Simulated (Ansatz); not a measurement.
# Ge: elastic constants with PBE

Ge:

```xyz
2
Lattice="0.0000 2.8289 2.8289 2.8289 0.0000 2.8289 2.8289 2.8289 0.0000" Properties=species:S:1:pos:R:3 pbc="T T T"
Ge    4.2434    4.2434    4.2434
Ge    2.8289    2.8289    2.8289
```

```
Program             : Ansatz 0.2.0
Task                : elastic constants
Functional          : PBE
Potentials or basis : Ansatz PAW
Cutoff              : 420 eV (not typed: the program's choice for these potentials)
k mesh              : 7 × 7 × 7
Occupations         : fermi-dirac, width 0.05 eV
Spin                : no spin polarisation
Atoms under strain  : clamped
```

The pressure is 3.6 GPa, the band gap on the k mesh is none (metal or under the smearing width) and the clamped-ion elastic constants C11, C12, C44 are 116, 48, 84 GPa. The voigt bulk modulus is 71 GPa.

Levels at points of the mesh, in eV from the Fermi level:
```tsv
k point	band 12	band 13	band 14	band 15	band 16	band 17
(0.00, 0.00, 0.00)	-0.05	-0.05	-0.05	-0.02	2.50	2.50
```

Elastic tensor in Voigt notation (GPa, ions clamped, in the Cartesian axes of the cell as first typed):
```
116  48  48   0   0   0
 48 116  48   0   0   0
 48  48 116   0   0   0
  0   0   0  84   0   0
  0   0   0   0  84   0
  0   0   0   0   0  84
```

Wall time 4.3 s on 2 threads of Arm Neoverse V2 (shared host), peak memory 0.34 GiB.

The gap isn't set beside the measured one, since this odd mesh misses points on the zone boundary.

Caveat: the cell is more than 3 GPa from zero pressure, which shifts response properties; elastic constants of metals need much finer meshes, so these are rough; this crystal is a semiconductor, whose small gap the functional closes, so the metal is an error of the method.
